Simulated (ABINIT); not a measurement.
A run of ABINIT 10.8.3 (patched build):

The input run.abi:

```
# Pseudopotentials
pp_dirpath "./"
pseudos "Se.GGA_PBE-JTH.xml, Zn.GGA_PBE-JTH.xml"

# Structure
acell 3*1.0 Angstrom
rprim
     0.0000000000     2.8338000000     2.8338000000
     2.8338000000     0.0000000000     2.8338000000
     2.8338000000     2.8338000000     0.0000000000
ntypat 2
znucl 34 30
natom 2
typat 1 2
xred
     0.7492290000     0.7524180000     0.7487920000
    -0.0092010000    -0.0086460000     0.0078680000
chkprim 0
chksymtnons 0
tolsym 1.0e-6

# Plane-wave basis
ecut 22.0
pawecutdg 44.0

# k points
kptopt 1
ngkpt 8 8 8
nshiftk 1
shiftk 0.0 0.0 0.0

# Exchange and correlation
ixc 11

# Bands and occupations
nband 13
occopt 3
tsmear 0.00183747

# SCF cycle
nstep 100
tolvrs 1.0e-9

# Output
iomode 3
prtwf 0
prteig 0
prtebands 0
prtden 1
prtvha 1
prtvclmb 1
prtpot 1
```

Potentials or basis: JTH PAW PBE v2.0.

Launch:

```bash
$ abinit run.abi > log 2>&1
```

Hardware: 1 thread of Arm Neoverse N1, on a shared host.

Task: How long does it take, and how much memory?

Result: Run time: 7 min on 1 thread of Arm Neoverse N1, with other jobs on the host, peak memory 0.29 GiB. Counts: scf iterations 23, mpi ranks 1, k points 260, bands 13, plane waves 1540.
